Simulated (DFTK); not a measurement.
Runs of DFTK 0.8.2 on ZnO (zincite). The structure is hexagonal, space group P6_3mc (No. 186). The conventional cell has a = 3.249 Å, b = 3.249 Å, c = 5.206 Å, α = 90.00°, β = 90.00°, γ = 120.00°. Zn (site symmetry 3m) has 4 O at 1.97 to 1.98 Å as nearest neighbours. O (site symmetry 3m) is surrounded by 4 Zn at 1.97 to 1.98 Å. 

```csv
task,level,potentials or basis,k mesh,cutoff (eV),SCF tolerance on the density,symmetries used,mesh quality,gap on the mesh (eV),largest force (eV/Å)
band structure,PBE,SG15 1.2 (PBE),7 × 7 × 4,952,1e-06,-,not flagged,0.87,-
single point,PBE0,SG15 1.2 (PBE),2 × 2 × 1,952,1e-05,no,coarse,3.44,0.08
band structure,PBEsol,SG15 1.2 (PBE),7 × 7 × 4,952,1e-06,-,not flagged,(a),0.06
band structure,r2SCAN,"in-house norm-conserving set (r2SCAN, scalar relativistic)",5 × 5 × 3,1306,1e-06,-,coarse,1.28,(b)
band structure,BJ06,"in-house norm-conserving set (r2SCAN, scalar relativistic)",5 × 5 × 3,1306,1e-06,-,coarse,1.58,-
```

Alike in all rows: no spin polarisation; cell as given; smearing fermi-dirac 0.05 eV.

Task: Fill in the values left out.

Result: (a) 0.65; (b) 0.07.

Caveats: some runs use coarse meshes; the potentials were made for another functional, which shifts forces and pressure (some runs); the real-space grid adds noise to forces (some runs); the program warned that the kinetic-energy density falls under its von Weizsäcker bound, which can give unphysical results (some runs); the forces don't sum to zero, a sign of grid noise (some runs); the program's treatment of exact exchange at zero wave vector lowers gaps by one to five hundredths of an eV on this mesh and cutoff (some runs); an odd mesh through Γ misses points on the zone boundary, where band edges often lie (some runs); the program leaves the constant c of mgga_x_tb09 at 1, so the potential is Becke-Johnson's (BJ06) and not Tran and Blaha's, with levels but no total energy (some runs).

Not every run made on this cell is shown here.
